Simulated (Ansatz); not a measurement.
# HgSe: the cost of one run

Computed with Ansatz 0.2.0 (DFT PBEsol, scalar-relativistic, plane waves, PAW, unless a step's input says otherwise).

1 further run of the same task is left out (set aside as unsound or not needed).

## (1) The system as given

Symmetry: F-43m, No. 216, cubic system. The conventional cell has a = 6.072 Å, b = 6.072 Å, c = 6.072 Å, α = 90.00°, β = 90.00°, γ = 90.00°. Hg (site symmetry -43m) is surrounded by 4 Se at 2.63 Å. Se (site symmetry -43m) has 4 Hg at 2.63 Å as nearest neighbours.

Structure file:

```
CELL_PARAMETERS angstrom
0.00000 3.03600 3.03600
3.03600 0.00000 3.03600
3.03600 3.03600 0.00000
ATOMIC_POSITIONS crystal
Hg 0.00000 0.00000 0.00000
Se 0.75000 0.75000 0.75000
```

Source of the structure: the Crystallography Open Database.

(A quick probe on a coarse mesh, which set the mesh and smearing, is not shown.)

## (3) Full relaxation

Input file input.yaml:

```yaml
crystal:
  lattice:
    - [0.0, 3.036, 3.036]
    - [3.036, 0.0, 3.036]
    - [3.036, 3.036, 0.0]
  atoms:
    - { symbol: Hg, position: [0.0, 0.0, 0.0] }
    - { symbol: Se, position: [0.75, 0.75, 0.75] }
basis:
  ecutwfc: 420
kpoints:
  mp_grid: { grid: [12, 12, 12] }
hamiltonian:
  xc: pbesol
scf:
  occupations: { method: gaussian, width: 0.1 }
output:
  forces: true
  stress: true
  eigenvalues: true
relax:
  adjacent_minimum: "off"
  f_tol: 0.005
  max_steps: 80
  cell: { stress_tol: 0.05 }
```

**Question.** How long does this run take on 1 thread of an Arm CPU, shared host, and how much memory does it need?

About 58 s, with a peak of 0.4 GiB.
